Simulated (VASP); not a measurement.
## ZrO2 (space group P2_1/c): computed properties

The numbers are results of PBEsol GGA, VASP's PBE PAW potentials (set 64) (plane waves; VASP 6.6.1), not measurements.

```
Item                                                                                                         Result
---------------------------------------------  --------------------------------------------------------------------
space group                                                                                             P2_1/c (14)
cell                                           a = 5.1344 Å, b = 5.2112 Å, c = 5.3053 Å, α = γ = 90.00°, β = 99.61°
volume per atom                                                                                       11.66 Å³/atom
band gap (over mesh and band path)                                                                          3.58 eV
smallest direct gap (over mesh and band path)                                                               3.66 eV
band-edge character                                                                               indirect, Γ to Y2
density                                                                                                  5.85 g/cm³
```

```
ZrO2
1.0
    5.13443     0.00000    -0.00732
    0.00000     5.21123     0.00000
   -0.87802     0.00000     5.23216
Zr O
4 8
Direct
  0.72299   0.95697   0.79036
  0.27701   0.04303   0.20964
  0.27701   0.45697   0.70964
  0.72299   0.54303   0.29036
  0.06889   0.16611   0.84361
  0.93111   0.83389   0.15639
  0.93111   0.66611   0.65639
  0.06889   0.33389   0.34361
  0.55100   0.25733   0.02098
  0.44900   0.74267   0.97902
  0.44900   0.75733   0.47902
  0.55100   0.24267   0.52098
```

The structure comes from a computed database's ZrO2 entry (P2_1/c), a phase known from measurement. It was relaxed first. Symmetry was kept, so distortions that lower it aren't found.
